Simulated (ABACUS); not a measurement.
# BP (F-43m) in ABACUS: equation of state

How stiff is BP in PBEsol, and what volume does it want? The cell is scaled to several volumes.

Program: ABACUS 3.10.1. These are calculated values, not measurements. Logs are shortened: lines on timing, memory, paths and dates and some standing lists are left out, and cuts for length are marked.

**What was measured.**

From “Equation of state of single-crystal cubic boron phosphide”, 2014, arxiv:1407.1677, for a bulk crystal of BP at 300 K: bulk modulus 179 ± 1 GPa.

The runs below are set against these values where they give the same quantity.

## 1. The structure

The structure is cubic, space group F-43m (No. 216). Conventional cell: a = 4.538 Å, b = 4.538 Å, c = 4.538 Å, α = 90.00°, β = 90.00°, γ = 90.00°. Around P (site symmetry -43m) lie 4 B at 1.97 Å. B (site symmetry -43m) has 4 P at 1.97 Å as nearest neighbours.

## 2. Equation of state, PBEsol, 10.98 Å³/atom (volume scaled by 0.94)

File INPUT:

```
INPUT_PARAMETERS
suffix              BP
calculation         scf
basis_type          pw
pseudo_dir          ./
symmetry            1
dft_functional      pbesol
ecutwfc             76
pseudo_rcut         7
nspin               1
nbands              8
ks_solver           dav
smearing_method     fd
smearing_sigma      0.00367493
scf_thr             1e-08
scf_nmax            100
mixing_type         broyden
mixing_beta         0.7
cal_force           1
cal_stress          1
kpar                4
```

File STRU:

```
ATOMIC_SPECIES
P 30.9738 P.upf
B 10.8100 B.upf

LATTICE_CONSTANT
1.8897261246

LATTICE_VECTORS
0.0000000000 2.2226808807 2.2226808807
2.2226808807 0.0000000000 2.2226808807
2.2226808807 2.2226808807 0.0000000000

ATOMIC_POSITIONS
Direct

P
0.0
1
0.7500000000 0.7500000000 0.7500000000 1 1 1

B
0.0
1
0.0000000000 0.0000000000 0.0000000000 1 1 1
```

File KPT:

```
K_POINTS
0
Gamma
10 10 10 0 0 0
```

Potentials or basis: PseudoDojo NC SR 0.4.1 PBEsol standard, plane waves.

Launch:

```console
OMP_NUM_THREADS=1 mpirun -np 4 abacus > log
```

running log:

```text
ABACUS v3.10.1

               Atomic-orbital Based Ab-initio Computation at UStc

 ------------------------------------------------------------------------------------

 READING GENERAL INFORMATION
                           global_out_dir = OUT.BP/
                           global_in_card = INPUT
                               pseudo_dir = ./
                              orbital_dir =
                                    DSIZE = 4
                                    GSIZE = 1

 READING UNITCELL INFORMATION
                                    ntype = 2
                  lattice constant (Bohr) = 1.88973
              lattice constant (Angstrom) = 1

 READING ATOM TYPE 1
                               atom label = P
                      L=0, number of zeta = 1
                      L=1, number of zeta = 1
                      L=2, number of zeta = 1
             number of atom for this type = 1

 READING ATOM TYPE 2
                               atom label = B
                      L=0, number of zeta = 1
                      L=1, number of zeta = 1
                      L=2, number of zeta = 1
             number of atom for this type = 1

                        TOTAL ATOM NUMBER = 2
DIRECT COORDINATES
    atom                   x                   y                   z     mag                  vx                  vy                  vz
taud_P1            0.7500000000        0.7500000000        0.7500000000  0.0000        0.0000000000        0.0000000000        0.0000000000
taud_B1            0.0000000000        0.0000000000        0.0000000000  0.0000        0.0000000000        0.0000000000        0.0000000000

                          Volume (Bohr^3) = 148.203
                             Volume (A^3) = 21.9614

 Lattice vectors: (Cartesian coordinate: in unit of a_0)
                   +0            +2.22268            +2.22268
             +2.22268                  +0            +2.22268
             +2.22268            +2.22268                  +0
 Reciprocal vectors: (Cartesian coordinate: in unit of 2 pi/a_0)
            -0.224954           +0.224954           +0.224954
            +0.224954           -0.224954           +0.224954
            +0.224954           +0.224954           -0.224954
 The esolver type has been set to : ksdft_pw

                PAO radial cut off (Bohr) = 7

 Read in pseudopotential file is P.upf
                     pseudopotential type = NC
          exchange-correlation functional = PBESOL
                 nonlocal core correction = 1
                        valence electrons = 5
                                     lmax = 2
                           number of zeta = 2
                     number of projectors = 6
                           L of projector = 0
[... 5 lines left out ...]
                PAO radial cut off (Bohr) = 7

 Read in pseudopotential file is B.upf
                     pseudopotential type = NC
          exchange-correlation functional = PBESOL
                 nonlocal core correction = 1
                        valence electrons = 3
                                     lmax = 1
                           number of zeta = 2
                     number of projectors = 4
                           L of projector = 0
                           L of projector = 0
                           L of projector = 1
                           L of projector = 1
     initial pseudo atomic orbital number = 8

 SETUP THE ELECTRONS NUMBER
             electron number of element P = 5
       total electron number of element P = 5
             electron number of element B = 3
       total electron number of element B = 3
            AUTOSET number of electrons:  = 8
                           occupied bands = 4
                                   NBANDS = 8
                                   NLOCAL = 18

 SETUP THE PLANE WAVE BASIS
 energy cutoff for charge/potential (unit:Ry) = 304
            fft grid for charge/potential = [ 36, 36, 36 ]
                        fft grid division = [ 1, 1, 1 ]
        big fft grid for charge/potential = [ 36, 36, 36 ]
                                     nbxx = 46656
                                     nrxx = 46656

 SETUP PLANE WAVES FOR CHARGE/POTENTIAL
                    number of plane waves = 13323
                         number of sticks = 745

 PARALLEL PW FOR CHARGE/POTENTIAL
     PROC   COLUMNS(POT)             PW
        1            745          13323
 --------------- sum -------------------
        1            745          13323
                            number of |g| = 182
                                  max |g| = 27.2756
                                  min |g| = 0

----------- Double Check Mixing Parameters Begin ------------
mixing_type: broyden
mixing_beta: 0.7
mixing_gg0: 1
mixing_gg0_min: 0.1
mixing_ndim: 8
----------- Double Check Mixing Parameters End ------------

 LATTICE VECTORS: (CARTESIAN COORDINATE: IN UNIT OF A0)
                   +0            +2.22268            +2.22268
             +2.22268                  +0            +2.22268
             +2.22268            +2.22268                  +0
                       right hand lattice = 1
                                   NORM_A = 3.14335
                                   NORM_B = 3.14335
                                   NORM_C = 3.14335
                           ALPHA (DEGREE) = 60
                           BETA  (DEGREE) = 60
                           GAMMA (DEGREE) = 60

 The lattice vectors have been changed (STRU_SIMPLE.cif)

(for optimal symmetric configuration:)
                             BRAVAIS TYPE = 3
                     BRAVAIS LATTICE NAME = 03. Cubic F (face-centered)
                                    ibrav = 3
                                    IBRAV = 3
                                  BRAVAIS = FACE CENTERED CUBIC
                       LATTICE CONSTANT A = 4.44536
Original cell was already a primitive cell.
                        ROTATION MATRICES = 48
              PURE POINT GROUP OPERATIONS = 24
                   SPACE GROUP OPERATIONS = 24
                                       C2 = 3
                                       C3 = 8
                                       C4 = 0
                                       C6 = 0
                                       S1 = 6
                                       S3 = 0
                                       S4 = 6
                                       S6 = 0
                              POINT GROUP = T_d
                                       C2 = 3
                                       C3 = 8
                                       C4 = 0
                                       C6 = 0
                                       S1 = 6
                                       S3 = 0
                                       S4 = 6
                                       S6 = 0
               POINT GROUP IN SPACE GROUP = T_d

 SETUP K-POINTS
                                    nspin = 1
                   Input type of k points = Monkhorst-Pack(Gamma)
                                   nkstot = 1000
                       right hand lattice = 1
(for reciprocal lattice: )
                             BRAVAIS TYPE = 2
                     BRAVAIS LATTICE NAME = 02. Cubic I (body-centered)
                                    ibrav = 2
                       right hand lattice = 1
(for k-lattice: )
                             BRAVAIS TYPE = 2
                     BRAVAIS LATTICE NAME = 02. Cubic I (body-centered)
                                    ibrav = 2
                       right hand lattice = 1
                        ROTATION MATRICES = 48
                               nkstot_ibz = 47
K-POINTS REDUCTION ACCORDING TO SYMMETRY
     IBZ    DIRECT_X    DIRECT_Y    DIRECT_Z  WEIGHT  ibz2bz
       1  0.00000000  0.00000000  0.00000000  0.0010       0
       2  0.10000000  0.10000000  0.10000000  0.0080       1
       3  0.20000000  0.20000000  0.20000000  0.0080       2
       4  0.30000000  0.30000000  0.30000000  0.0080       3
       5  0.40000000  0.40000000  0.40000000  0.0080       4
       6  0.50000000  0.50000000  0.50000000  0.0040       5
[... 22 lines left out ...]
      29  0.50000000  0.50000000  0.10000000  0.0240      45
      30 -0.20000000  0.40000000  0.40000000  0.0120      46
[... 17 further k points ...]

                               nkstot now = 47
[... K-POINTS DIRECT COORDINATES: 47 rows ...]

           k-point number in this process = 12
       minimum distributed K point number = 11
[... stars of the k points ...]

[... K-POINTS CARTESIAN COORDINATES: 12 rows ...]

[... K-POINTS DIRECT COORDINATES: 12 rows ...]

 SETUP PLANE WAVES FOR WAVE FUNCTIONS
     energy cutoff for wavefunc (unit:Ry) = 76
              fft grid for wave functions = [ 36, 36, 36 ]
                    number of plane waves = 2085
                         number of sticks = 211

 PARALLEL PW FOR WAVE FUNCTIONS
     PROC   COLUMNS(POT)             PW
        1            211           2085
 --------------- sum -------------------
        1            211           2085

 SETUP NONLOCAL PSEUDOPOTENTIALS IN PLANE WAVE BASIS
 P non-local projectors:
 projector 1 L=0
 projector 2 L=0
 projector 3 L=1
 projector 4 L=1
 projector 5 L=2
 projector 6 L=2
 B non-local projectors:
 projector 1 L=0
 projector 2 L=0
 projector 3 L=1
 projector 4 L=1
      TOTAL NUMBER OF NONLOCAL PROJECTORS = 26

 Init Non-Local PseudoPotential table :
 Init Non-Local-Pseudopotential done.

                                     npwx = 1676

 Make real space PAO into reciprocal space.
       max mesh points in Pseudopotential = 701
     dq(describe PAO in reciprocal space) = 0.01
                                    max q = 1050

 number of pseudo atomic orbitals for P is 2
WARNING: norm of atomic wavefunction # 1 of atomic type P is 0.999978, renormalized
WARNING: norm of atomic wavefunction # 2 of atomic type P is 0.998983, renormalized

 number of pseudo atomic orbitals for B is 2
WARNING: norm of atomic wavefunction # 1 of atomic type B is 0.999867, renormalized
WARNING: norm of atomic wavefunction # 2 of atomic type B is 0.997368, renormalized

 -------------------------------------------
 SELF-CONSISTENT
 -------------------------------------------
                                 init_chg = atomic

 PW ALGORITHM --------------- ION=   1  ELEC=   1--------------------------------

 Density error is 0.179101278637
                          Error Threshold = 0.01
----------------------------------------------------------
     Energy           Rydberg                 eV
----------------------------------------------------------
 E_KohnSham     -19.7423707423       -268.6087341244
 E_Harris       -19.4624965949       -264.8008509962
 E_Fermi        0.7296374976         9.9272274424
----------------------------------------------------------
[... 63 lines left out ...]
 Density error is 2.47368335564e-10
                          Error Threshold = 1.31823658709e-09
----------------------------------------------------------
     Energy           Rydberg                 eV
----------------------------------------------------------
 E_KohnSham     -19.7780204098       -269.0937727336
 E_KS(sigma->0) -19.7780203996       -269.0937725944
 E_Harris       -19.7780046254       -269.0935579753
 E_band         1.9420969047         26.4235839722
 E_one_elec     7.1466777029         97.2355385285
 E_Hartree      1.1825986120         16.0900795695
 E_xc           -6.6867810854        -90.9783240397
 E_Ewald        -21.4205156188       -291.4410665136
 E_entropy(-TS) -0.0000000205        -0.0000002785
 E_descf        0.0000000000         0.0000000000
 E_exx          0.0000000000         0.0000000000
 E_Fermi        0.7770720666         10.5726078620
----------------------------------------------------------

 charge density convergence is achieved
 final etot is -269.09377273 eV
 EFERMI = 10.572607862 eV

 STATE ENERGY(eV) AND OCCUPATIONS    NSPIN == 1
 1/12 kpoint (Cartesian) = 0.0000 0.0000 0.0000 (1639 pws)
       1       -5.99406     0.00200000
       2        10.0642     0.00199992
       3        10.0642     0.00199992
       4        10.0642     0.00199992
       5        13.5245    4.58166e-29
       6        13.5245    4.58166e-29
       7        13.5245    4.58166e-29
       8        18.3424    6.50293e-71

 2/12 kpoint (Cartesian) = 0.022495 0.022495 0.022495 (1672 pws)
       1       -5.80400      0.0160000
       2        8.70741      0.0160000
       3        9.75110      0.0160000
       4        9.75110      0.0160000
       5        13.9566    6.47239e-32
       6        13.9566    6.47239e-32
       7        14.0145    2.03268e-32
       8        18.7966    5.91147e-74
[... 31 lines left out ...]
 6/12 kpoint (Cartesian) = 0.11248 0.11248 0.11248 (1676 pws)
       1       -2.40261     0.00800000
       2       0.521014     0.00800000
       3        8.22701     0.00800000
       4        8.22701     0.00800000
       5        14.1589    5.66034e-34
       6        14.7513    4.04576e-39
       7        14.7513    4.04576e-39
       8        20.2224    1.21948e-86

[... levels at 6 further k points ...]

------------------------------------------------------------------------------------------
 TOTAL-FORCE (eV/Angstrom)
------------------------------------------------------------------------------------------
                        P1         0.0000000000         0.0000000000         0.0000000000
                        B1         0.0000000000         0.0000000000         0.0000000000
------------------------------------------------------------------------------------------

----------------------------------------------------------------
 TOTAL-STRESS (KBAR)
----------------------------------------------------------------
        93.3994094790        -0.0000000000        -0.0000000000
         0.0000000000        93.3994094790        -0.0000000000
         0.0000000000        -0.0000000000        93.3994094790
----------------------------------------------------------------
 TOTAL-PRESSURE: 93.399409 KBAR

 --------------------------------------------
 !FINAL_ETOT_IS -269.0937727336190619 eV
 --------------------------------------------
```

Run time: 1.8 s. Hardware: 4 MPI ranks of AMD EPYC 9R45 (Zen 5), shared host; peak memory 0.28 GiB.

What came out:

```
Free energy            : -269.0938 eV
Pressure               : 9.3 GPa
Band gap on the k mesh : 1.06 eV, indirect (least direct gap 3.46 eV)
```

(Part 1 of 2 ends here.)
